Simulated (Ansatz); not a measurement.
## Ce: the change of pressure with volume per atom

All results are calculated (Ansatz 0.2.0). Periodic Kohn-Sham DFT of a crystal at fixed atoms; pressure and stress are positive in compression; the energy is the free energy less that of spherical unpolarised free atoms; site moments are those in the method's own spheres, positive along +z.

Cell of the first row (space group P6_3/mmc, No. 194):
```
CELL_PARAMETERS angstrom
3.09950 0.00000 0.00000
-1.54970 2.68420 0.00000
0.00000 0.00000 5.74740
ATOMIC_POSITIONS crystal
Ce 0.33333 0.66667 0.25000
Ce 0.66667 0.33333 0.75000
```

Settings of every row: method frozen-core PAW; functional LDA; relativity scalar; k mesh 15x15x7; filling fermi-dirac; smearing width 0.05 eV; wave cutoff 420 eV; paw set soft_2.

Atom start moment: 0 on all atoms.

Limits: PAW files made with PBE; no spin-orbit coupling on heavy atoms; open f shell, the state may not be the lowest.

```
row  volume per atom (Å³)  pressure (GPa)
  1                23.908          -2.663
  2                24.912          -4.049
  3                25.421          -4.641
  4                25.929               ?
  5                26.946          -6.095
```

Question: what pressure should row 4 give?

Worked fit of pressure. Take u = (V_r/V)^(2/3) − 1 with V_r = 25.166 Å³ an atom, which is twice the finite (Eulerian) strain; such expansions in the strain, on which the Birch-Murnaghan equation of state is built, carry the rest volume and the bulk modulus. The shown rows have u = 0.03478, 0.00679, -0.0067, -0.04454. Least squares give pressure = −4.3522 + 44.412 × u + 118.88 × u² GPa; a straight line predicts inner rows, each left out in turn, worse (root mean square 0.12 against 0.0075 GPa). The rows lie off it by 0.001, -0.004, 0.003, -0.001. The withheld row has u = -0.01972, so the fit gives −4.3522 + 44.412 × (-0.01972) + 118.88 × (-0.01972)² = -5.182 GPa.

The calculation gave -5.179 GPa. The fit lies 0.003 GPa (0.087 % of the column's range) below it; its largest miss of a shown row is 0.004 GPa.
